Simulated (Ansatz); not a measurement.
# SiNi3: the cost of one run

Method: DFT PBE, scalar-relativistic, plane waves, PAW, in Ansatz 0.2.0.

4 further runs of the same task are left out: 2 that didn't finish, 2 set aside as unsound or not needed. Runs told in other sessions of the task aren't counted.

### Step 1. The system as given

The structure is cubic, space group Pm-3m (No. 221). The conventional cell has a = 3.506 Å, b = 3.506 Å, c = 3.506 Å, α = 90.00°, β = 90.00°, γ = 90.00°. Si (site symmetry m-3m) has 12 Ni at 2.48 Å in its first shell of neighbours. Around Ni (site symmetry 4/mmm) lie 4 Si at 2.48 Å and 8 Ni at 2.48 Å.

Coordinates:

```cif
data_structure
_symmetry_space_group_name_H-M 'P 1'
_symmetry_Int_Tables_number 1
_cell_length_a 3.5063
_cell_length_b 3.5063
_cell_length_c 7.0125
_cell_angle_alpha 90.000
_cell_angle_beta 90.000
_cell_angle_gamma 90.000
_cell_volume 86.21
loop_
_atom_site_label
_atom_site_type_symbol
_atom_site_fract_x
_atom_site_fract_y
_atom_site_fract_z
_atom_site_occupancy
Si1 Si 0.00000 0.00000 0.00000 1
Si2 Si 0.00000 0.00000 0.50000 1
Ni1 Ni 0.00000 0.50000 0.25000 1
Ni2 Ni 0.00000 0.50000 0.75000 1
Ni3 Ni 0.50000 0.00000 0.25000 1
Ni4 Ni 0.50000 0.00000 0.75000 1
Ni5 Ni 0.50000 0.50000 0.00000 1
Ni6 Ni 0.50000 0.50000 0.50000 1
```

It is built from the cell relaxed beforehand with the same method (10.78 Å³/atom).

### Step 2. Zero of energy

The cell is repeated 2 times, 8 atoms in all. The reference gives a free energy of -36313.6242 eV, pressure 0.03 GPa, largest force 0.000 eV/Å and gap on the mesh none (metal). It was computed beforehand with the settings of the runs below.

### Step 3. The scan: freezing in a mode

Mode 9 of the phonon run on this cell, counted from the lowest, is frozen in: each atom moves by x times its row below, so x is the largest displacement.

```
atom     ux     uy      uz
 Si1  0.000  0.000   0.000
 Si2  0.000  0.000   0.000
 Ni3  0.000  0.000  -1.000
 Ni4  0.000  0.000  -1.000
 Ni5  0.000  0.000   1.000
 Ni6  0.000  0.000   1.000
 Ni7  0.000  0.000   0.000
 Ni8  0.000  0.000   0.000
```

### Step 4. x = -0.120 Å

input.yaml reads:

```yaml
crystal:
  lattice:
    - [3.5062596409, 0.0, 0.0]
    - [0.0, 3.5062596409, 0.0]
    - [0.0, 0.0, 7.0125192817]
  atoms:
    - { symbol: Si, position: [0.0, 0.0, 0.0] }
    - { symbol: Si, position: [0.0, 0.0, 0.5] }
    - { symbol: Ni, position: [0.0, 0.5, 0.2671122524] }
    - { symbol: Ni, position: [0.0, 0.5, 0.7671122524] }
    - { symbol: Ni, position: [0.5, 0.0, 0.2328877476] }
    - { symbol: Ni, position: [0.5, 0.0, 0.7328877476] }
    - { symbol: Ni, position: [0.5, 0.5, 0.0] }
    - { symbol: Ni, position: [0.5, 0.5, 0.5] }
basis:
  ecutwfc: 420
kpoints:
  mp_grid: { grid: [14, 14, 8] }
hamiltonian:
  xc: pbe
scf:
  occupations: { method: gaussian, width: 0.15 }
output:
  forces: true
  stress: true
  eigenvalues: true
```

Launch:

```sh
> ansatz run input.yaml --threads 2 --pin off --max-ram 5120MiB --backend cpu --events-out ev --progress --plain --runs-dir out
```

What time and memory should one allow on 2 threads of Intel Xeon Platinum 8375C at 2.90GHz (Ice Lake), shared host?

About 48 s, with a peak of 0.98 GiB.
